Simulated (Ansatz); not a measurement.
Geometry optimisation in Ansatz: input, command and trajectory.

```yaml
crystal:
  lattice:
    - [3.9222537959, 0.0, 0.0]
    - [0.0, 3.9222537959, 0.0]
    - [0.0, 0.0, 8.5193358774]
  atoms:
    - { symbol: Ti, position: [0.0, 0.0, 0.0] }
    - { symbol: Ti, position: [0.5, 0.5, 0.5] }
    - { symbol: Al, position: [0.5, 0.5, 0.0] }
    - { symbol: Al, position: [0.0, 0.5, 0.25] }
    - { symbol: Al, position: [0.5, 0.0, 0.25] }
    - { symbol: Al, position: [0.0, 0.0, 0.5] }
    - { symbol: Al, position: [0.5, 0.0, 0.75] }
    - { symbol: Al, position: [0.0, 0.5, 0.75] }
basis:
  ecutwfc: 420
kpoints:
  mp_grid: { grid: [10, 10, 4] }
hamiltonian:
  xc: pbe
scf:
  occupations: { method: gaussian, width: 0.1 }
output:
  forces: true
  stress: true
  eigenvalues: true
relax:
  adjacent_minimum: "off"
  f_tol: 0.008
  max_steps: 40
  cell: { stress_tol: 0.015, fix: [a, b, gamma] }
```

```bash
ansatz run input.yaml --threads 1 --pin off --max-ram 2560MiB --backend cpu --events-out ev --progress --plain --runs-dir out
```

All numbers below come from Ansatz 0.2.0, DFT PBE, scalar-relativistic, plane waves, PAW.

Of 4 frames 3 are shown, positions in Å and forces in eV/Å; the SCF threshold varies from step to step. Steps run on the plane waves of an earlier cell, with a Pulay correction in the pressure. The basis is chosen afresh for the last frame, the zero of the energies, and at times for earlier ones too; energy and pressure step there, also at an unchanged geometry.

```xyz
8
Lattice="3.9223 0.0000 0.0000 0.0000 3.9223 0.0000 0.0000 0.0000 8.5193" Properties=species:S:1:pos:R:3:forces:R:3 pbc="T T T" step=1 free_energy_over_end_meV_per_atom=0.14 pressure_GPa=-2.79
Ti    0.0000    0.0000    0.0000    0.0000    0.0000    0.0000
Ti    1.9611    1.9611    4.2597    0.0000    0.0000    0.0000
Al    1.9611    1.9611    0.0000    0.0000    0.0000    0.0000
Al    0.0000    1.9611    2.1298    0.0000    0.0000    0.0000
Al    1.9611    0.0000    2.1298    0.0000    0.0000    0.0000
Al    0.0000    0.0000    4.2597    0.0000    0.0000    0.0000
Al    1.9611    0.0000    6.3895    0.0000    0.0000    0.0000
Al    0.0000    1.9611    6.3895    0.0000    0.0000    0.0000
8
Lattice="3.9223 0.0000 0.0000 0.0000 3.9223 0.0000 0.0000 0.0000 8.5778" Properties=species:S:1:pos:R:3:forces:R:3 pbc="T T T" step=2 free_energy_over_end_meV_per_atom=0.14 pressure_GPa=-3.44
Ti    0.0000    0.0000    0.0000    0.0000    0.0000    0.0000
Ti    1.9611    1.9611    4.2889    0.0000    0.0000    0.0000
Al    1.9611    1.9611    0.0000    0.0000    0.0000    0.0000
Al    0.0000    1.9611    2.1445    0.0000    0.0000    0.0000
Al    1.9611    0.0000    2.1445    0.0000    0.0000    0.0000
Al    0.0000    0.0000    4.2889    0.0000    0.0000    0.0000
Al    1.9611    0.0000    6.4334    0.0000    0.0000    0.0000
Al    0.0000    1.9611    6.4334    0.0000    0.0000    0.0000
8
Lattice="3.9223 0.0000 0.0000 0.0000 3.9223 0.0000 0.0000 0.0000 8.5514" Properties=species:S:1:pos:R:3:forces:R:3 pbc="T T T" step=4 free_energy_over_end_meV_per_atom=0.00 pressure_GPa=-3.14
Ti    0.0000    0.0000    0.0000    0.0000    0.0000    0.0000
Ti    1.9611    1.9611    4.2757    0.0000    0.0000    0.0000
Al    1.9611    1.9611    0.0000    0.0000    0.0000    0.0000
Al    0.0000    1.9611    2.1378    0.0000    0.0000    0.0000
Al    1.9611    0.0000    2.1378    0.0000    0.0000    0.0000
Al    0.0000    0.0000    4.2757    0.0000    0.0000    0.0000
Al    1.9611    0.0000    6.4135    0.0000    0.0000    0.0000
Al    0.0000    1.9611    6.4135    0.0000    0.0000    0.0000
```

Time: 27 s on 1 thread of Intel(R) Xeon(R) 6975P-C (Granite Rapids), with other jobs on the host, peak memory 0.52 GiB.